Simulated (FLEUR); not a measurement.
Nb: equation of state with SCAN

**What was measured.**

From “Pressure effects on the electronic structure and superconductivity of (TaNb)0.67(HfZrTi)0.33 high entropy alloy”, 2019, arxiv:1910.08312, for a bulk crystal of Nb: bulk modulus 169 GPa.

Crystal: Nb.

```
Nb
1.0
    -1.66395    1.66395    1.66395
     1.66395   -1.66395    1.66395
     1.66395    1.66395   -1.66395
Nb
1
Direct
  0.00000 0.00000 0.00000
```

```json
{
  "Program": "FLEUR MaX-R8.1 (later development tree)",
  "Task": "equation of state",
  "Functional": "SCAN",
  "Potentials or basis": "all-electron",
  "Basis": "FLAPW",
  "Kmax": "4.1 1/bohr",
  "k mesh": "11 × 11 × 11",
  "Occupations": "fermi-dirac, width 0.05 eV",
  "Spin": "no spin polarisation",
  "Gmax": "12.7 1/bohr",
  "Muffin-tin radii": "Nb 2.47 bohr",
  "lmax": "Nb 10",
  "Local orbitals a species": "Nb 5"
}
```

```
Equilibrium volume : 17.95 Å³/atom
Bulk modulus       : 179 GPa
```

Energy against volume, from the lowest point:
| volume (Å³/atom) | energy (meV/atom) |
| --- | --- |
| 17.322 | 10.84 |
| 17.691 | 0.00 |
| 18.428 | 4.49 |
| 19.165 | 39.31 |
| 19.534 | 66.49 |

A measured bulk modulus of Nb is 169 GPa (quoted in “Pressure effects on the electronic structure and superconductivity of (TaNb)0.67(HfZrTi)0.33 high entropy alloy”, 2019, arxiv:1910.08312); the calculated 179 GPa misses it by +5.8 %. The fit is for a static lattice scaled at fixed shape and fixed fractional positions.

Caveat: the meta-GGA is that of a development version, with a GGA for the radial functions and cores and without core tails.
